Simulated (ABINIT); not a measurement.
Runs of ABINIT 10.8.3 (patched build) on As. It takes space group R-3m (No. 166, trigonal). The conventional cell has a = 3.762 Å, b = 3.762 Å, c = 10.542 Å, α = 90.00°, β = 90.00°, γ = 120.00°. Around As (site symmetry 3m) lie 3 As at 2.51 Å. 

```csv
task,level,potentials or basis,cell,k mesh,cutoff (eV),smearing,cell freedom (optcell),optimiser (ionmov),cutoff smearing ecutsm (Ha),force stop (Ha/bohr),cutoff of the screening (Ha),gap on the mesh (eV),pressure (GPa),largest force (eV/Å)
relaxation of cell and atoms,LDA,PseudoDojo NC SR LDA v0.4.1 standard,relaxed,7 × 7 × 7,1088,fermi-dirac 0.05 eV,2,2,0.5,2e-05,-,0.37,0.0,-
single point,LDA,PseudoDojo NC SR LDA v0.4.1 standard,cell relaxed,7 × 7 × 7,1088,fermi-dirac 0.05 eV,-,-,-,-,-,0.37,-0.3,-
single point,LDA,PseudoDojo NC SR LDA v0.4.1 standard,as given,7 × 7 × 7,1088,fermi-dirac 0.05 eV,-,-,-,-,-,none,(b),0.23
single point,PBEsol,PseudoDojo NC SR PBEsol v0.4.1 standard,as given,7 × 7 × 7,1034,fermi-dirac 0.05 eV,-,-,-,-,-,none,-1.5,(a)
optical spectrum,PBEsol,PseudoDojo NC SR PBEsol v0.4.1 standard,as given,10 × 10 × 10,1034,fermi-dirac 0.05 eV,-,-,-,-,-,none,-1.4,0.38
```

Alike in all rows: no spin polarisation.

Task: Estimate the missing entries.

Result: (a) 0.34; (b) -1.7.

Caveats: an odd mesh through Γ misses points on the zone boundary, where band edges often lie (some runs); the intraband (Drude) term is left out (some runs); spectra need much finer meshes, so this one isn't converged (some runs); independent-particle spectra lack excitons (some runs).

A k mesh can miss the band edges, and the runs leave out spin-orbit coupling on As.

A gap of «none» marks a metal or a gap under the smearing width.

Runs at the PBE level aren't shown here.
